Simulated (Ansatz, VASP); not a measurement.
# Sn: VASP beside Ansatz

```
Sn
1.0
    -2.06899    2.06899    1.69333
     2.06899   -2.06899    1.69333
     2.06899    2.06899   -1.69333
Sn
1
Direct
  0.00000 0.00000 0.00000
```

This isn't the form of Sn at room conditions, which is tetragonal (white tin).

Alike in both runs: task single point; functional PBE; k mesh 10 × 10 × 10; occupations fermi-dirac, width 0.05 eV; no spin polarisation.

```csv
,VASP,Ansatz
version,VASP 6.6.1,Ansatz 0.2.0
potentials or method,"VASP PAW PBE potentials, release 64 (Sn_d)",Ansatz PAW soft_1
plane-wave cutoff (eV),520,420
valence electrons in the cell,14,14
```

|  | VASP | Ansatz | Ansatz less VASP |
| --- | --- | --- | --- |
| gap on the k mesh at the Fermi level (eV) | none | none | - |
| pressure (GPa) | -1.7 | -1.7 | +0.06 |
| largest component of the traceless stress (GPa) | 0.34 | 0.34 | +0.003 |

A gap of «none» marks a metal or a gap that the smearing closes.
